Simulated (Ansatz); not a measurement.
Crystal: P.

```
P
1.0
    -1.69151    2.51517    1.85894
     1.69151   -2.51517    1.85894
     1.69151    2.51517   -1.85894
P
2
Direct
  0.69669 0.94669 0.75000
  0.30331 0.05331 0.25000
```

This isn't the form of P at room conditions, which is orthorhombic.

Base run:

- Program: Ansatz 0.2.0
- Functional: LDA
- Potentials or basis: Ansatz PAW
- Cutoff: 420 eV (not typed: the program's choice for these potentials)
- k mesh: 11 × 11 × 11
- Occupations: gaussian, width 0.1 eV
- Spin: no spin polarisation

Its results: band gap on the k mesh none (metal or under the smearing width); pressure -2.2 GPa; largest force 0.320 eV/Å.

Q: The run is repeated on the same cell with these changes: functional from LDA to RPBE. What comes out?

A: Band gap on the k mesh none (metal or under the smearing width); pressure 4.4 GPa; largest force 0.408 eV/Å.

RPBE binds less tightly than LDA, so the same cell stands under more pressure.

Caveats: the PAW data sets come from PBE, with cores solved anew for the run's functional, which leaves a small shift of forces and pressure.
